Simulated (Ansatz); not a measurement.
Calculated ¹⁷O nuclear quadrupole resonance for SiO2

Cell: an entry of the Crystallography Open Database (COD), atoms as given.

Space group P4_12_12 (No. 92); a = 4.9080, c = 6.7840 Å.

| site | Wyckoff | site symmetry | x | y | z |
| --- | --- | --- | --- | --- | --- |
| Si | 4a | ..2 | 0.3083 | 0.3083 | 0.0000 |
| O | 8b | 1 | 0.2387 | 0.1161 | 0.1865 |

One atom of each set is listed.

All values are calculated (Ansatz; DFT, PBE, plane waves and PAW, scalar-relativistic, 420 eV cutoff, Γ-centred 5×5×4 k-points, Fermi–Dirac smearing 0.02 eV), not measured.

¹⁷O: I = 5/2, Q = -25.58 mb (year-2017 value). Static lattice, zero field.

(1) Predict the zero-field ¹⁷O lines of each site.

Results:

(1) For I = 5/2 and η = 0 the lines are 3|C_Q|/20 and twice that; η pulls their ratio below 2.

```csv
site,atoms,V_zz (10²¹ V/m²),C_Q (MHz),η,line frequencies (MHz)
O,8,8.76,-5.42,0.20,"0.846, 1.61"
```

At O V_zz runs parallel to the line that joins its two neighbours (within 1°).

The calculated pressure of 10 GPa (PBE) comes largely from the unrelaxed atoms: it is 2.2 GPa once they are relaxed in the same cell. The largest force is 0.9 eV/Å, so the atoms aren't at the calculated equilibrium and relaxing them would move these values. The cell is 5 % smaller than that of α-cristobalite at ambient conditions, so the entry probably stands for a crystal under pressure.
